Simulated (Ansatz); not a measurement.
Crystal: Si2W.

```xyz
9
Lattice="4.6169 0.0000 0.0000 -2.3084 3.9983 0.0000 0.0000 0.0000 6.6532" Properties=species:S:1:pos:R:3 pbc="T T T"
W     2.3084    0.0000    3.3266
W     1.1542    1.9992    5.5444
W    -1.1542    1.9992    1.1089
Si    1.1332    0.6542    1.1089
Si    3.4837    0.6542    5.5444
Si    0.0000    1.3085    3.3266
Si    1.1753    3.3441    1.1089
Si   -1.1753    3.3441    5.5444
Si    2.3084    2.6899    3.3266
```

Measurements of this composition are mostly on another form, of space group No. 139.

Base run:

| Item | Value |
| --- | --- |
| Program | Ansatz 0.2.0 |
| Functional | PBEsol |
| Potentials or basis | Ansatz PAW |
| Cutoff | 420 eV |
| Density cutoff | 1680 eV |
| k mesh | 7 × 7 × 4 |
| Occupations | fermi-dirac, width 0.05 eV |
| Spin | no spin polarisation |

Its results: pressure -5.6 GPa; largest force 0.035 eV/Å.

Q: The run is repeated on the same cell with these changes: functional from PBEsol to r2SCAN; cutoff from 420 eV to 500 eV; density cutoff from 1680 eV to 2000 eV. What comes out?

A: Pressure -5.1 GPa; largest force 0.004 eV/Å.

Caveats: the PAW data sets come from PBE, with cores solved anew for the run's functional, which leaves a small shift of forces and pressure.

Not every run made on this cell is shown here.
